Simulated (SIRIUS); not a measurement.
**Mg under changes of volume**

One of the cells (23.702 Å³/atom); the others are scaled copies at fixed shape and fractional positions:

```
Mg
1.0
     3.23055    0.00000    0.00000
    -1.61528    2.79774    0.00000
     0.00000    0.00000    5.24481
Mg
2
Cartesian
  1.6153 0.9326 3.9336
  0.0000 1.8652 1.3112
```

```yaml
Program: SIRIUS 7.10.0
Functional: PBE
Potentials_or_basis: PseudoDojo 0.4.1 PBE standard (scalar relativistic)
Cutoff: 1152 eV
Density_cutoff: 4606 eV
k_mesh: 10 × 10 × 5
Occupations: fermi-dirac, width 0.05 eV
Spin: no spin polarisation
```

```tsv
volume (Å³/atom)	energy over the lowest point (meV/atom)	pressure (GPa)
21.843	6.89	2.1
22.308	2.23	1.2
22.772	0.00	0.4
23.702	1.88	-1.0
24.167	?	?
24.631	10.84	-2.1
```

**Question.** What does the run at 24.167 Å³/atom give?

**Answer.** Energy over the lowest point 5.56 meV/atom; pressure -1.6 GPa.

Worked out: A Birch-Murnaghan fit of order 3 (a polynomial in V^(-2/3)) to the other rows has its minimum at 23.01 Å³/atom with B0 = V·E''(V) = 35 GPa and B' = 4.3 at fixed shape and positions, which overstates the stiffness. It gives 5.57 meV/atom at 24.167 Å³/atom, against the run's 5.56, and -dE/dV = -1.6 GPa, against -1.6.

Energies are extrapolated to zero smearing.
